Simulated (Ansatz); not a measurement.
# LiH under changes of volume

One of the cells (8.449 Å³/atom); the others are scaled copies at fixed shape and fractional positions:

```xyz
2
Lattice="0.0000 2.0368 2.0368 2.0368 0.0000 2.0368 2.0368 2.0368 0.0000" Properties=species:S:1:pos:R:3 pbc="T T T"
Li    0.0000    0.0000    0.0000
H     2.0368    2.0368    2.0368
```

* Program: Ansatz 0.2.0
* Functional: wPBEh
* Potentials or basis: Ansatz PAW
* Cutoff: 420 eV (not typed: the program's choice for these potentials)
* k mesh: 6 × 6 × 6
* Occupations: fermi-dirac, width 0.01 eV
* Spin: no spin polarisation

```csv
volume (Å³/atom),energy over the lowest point (meV/atom),pressure (GPa),gap on the mesh (eV)
7.942,?,?,?
8.111,0.00,-0.4,4.05
8.280,0.80,-1.1,4.06
8.449,2.31,-1.8,4.07
8.618,4.50,-2.4,4.07
8.787,7.25,-2.9,4.08
8.956,10.60,-3.4,4.09
```

Problem. What does the run at 7.942 Å³/atom give?

Solution. Energy over the lowest point 0.02 meV/atom; pressure 0.4 GPa; gap on the mesh 4.04 eV.

Worked out: A Birch-Murnaghan fit of order 3 (a polynomial in V^(-2/3)) to the other rows has its minimum at 8.02 Å³/atom, just outside them, with B0 = V·E''(V) = 36 GPa and B' = 2.8. It gives -0.03 meV/atom at 7.942 Å³/atom, against the run's 0.02, and -dE/dV = 0.4 GPa, against 0.4. A straight line through the other rows of the gap, of slope 0.375 eV per unit of ln V (its deformation potential), extrapolates to 4.04 eV, against the run's 4.04.

Energies are extrapolated to zero smearing.

Caveats: all runs use coarse meshes; the thresholds are loose for stress.

A mesh can miss the band edges.
